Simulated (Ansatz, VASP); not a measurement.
# AlN in VASP and in Ansatz

```
Al N
1.0
    -0.15355    1.87397    1.87397
     1.87397   -0.15355    1.87397
     1.87397    1.87397   -0.15355
Al N
1 1
Cartesian
  1.7972 1.7972 1.7972
  0.0000 0.0000 0.0000
```

Alike in both runs: task single point; functional PBEsol; k mesh 10 × 10 × 10; occupations gaussian, width 0.05 eV; no spin polarisation.

```csv
,VASP,Ansatz
version,VASP 6.6.1,Ansatz 0.2.0
potentials or method,"VASP PAW PBE potentials, release 64 (Al, N)","scalar-relativistic, plane waves, PAW"
plane-wave cutoff (eV),520,520
valence electrons in the cell,8,8
```

VASP gave:

```
gap on the k mesh at the Fermi level (eV) : 2.88
least direct gap on the mesh (eV)         : 5.75
```

What did Ansatz give for the same quantities?

gap on the k mesh at the Fermi level (eV): 2.88; least direct gap on the mesh (eV): 5.73.

With one functional, cell and mesh, what is left measures potentials, basis and numerics. Ansatz warned: «pseudo_functional_mismatch».

 A k mesh can miss the band edges.
